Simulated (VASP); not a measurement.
Runs of VASP 6.6.1 on Mg. All rows change the cell; the cell of one of them follows. The typed cell holds 1 atom: a = 2.960 Å, b = 2.996 Å, c = 3.090 Å, α = 78.71°, β = 64.35°, γ = 64.76°. This isn't the form of Mg at room conditions, which is hcp.

| task | level | spin | cell | k mesh | cutoff (eV) | smearing | gap on the mesh (eV) | pressure (GPa) |
| --- | --- | --- | --- | --- | --- | --- | --- | --- |
| single point | SCAN+D3(BJ) | collinear, ferromagnetic start | cell sheared at random, sigma 0.1, atoms nudged by 0.01 Å | 11 × 10 × 10 | 520 | gaussian 0.05 eV | none | 1.2 |
| relaxation of cell and atoms | PBE | off | relaxed from: cell sheared at random, sigma 0.1, atoms nudged by 0.01 Å | 12 × 11 × 10 | 600 | methfessel-paxton 0.1 eV | none | 0.0 |
| electrostatic potential | PBEsol | off | cell sheared at random, sigma 0.1, atoms nudged by 0.01 Å; cell strained at random at fixed volume | 12 × 11 × 10 | 520 | methfessel-paxton 0.1 eV | none | 1.6 |
| single point | PBE | off | cell sheared at random, sigma 0.1, atoms nudged by 0.01 Å | 12 × 11 × 10 | 520 | fermi-dirac 0.05 eV | none | (a) |

Alike in all rows: potentials or basis VASP PAW PBE potentials, release 64 (Mg).

**Question.** Estimate the missing entries.

**Answer.** (a) 2.6.

Caveats: the PAW data sets were made with another functional, which shifts forces and pressure a little (some runs); pairwise dispersion overbinds metals, which lowers pressure and volume (some runs).

A gap of «none» marks a metal or a gap under the smearing width.
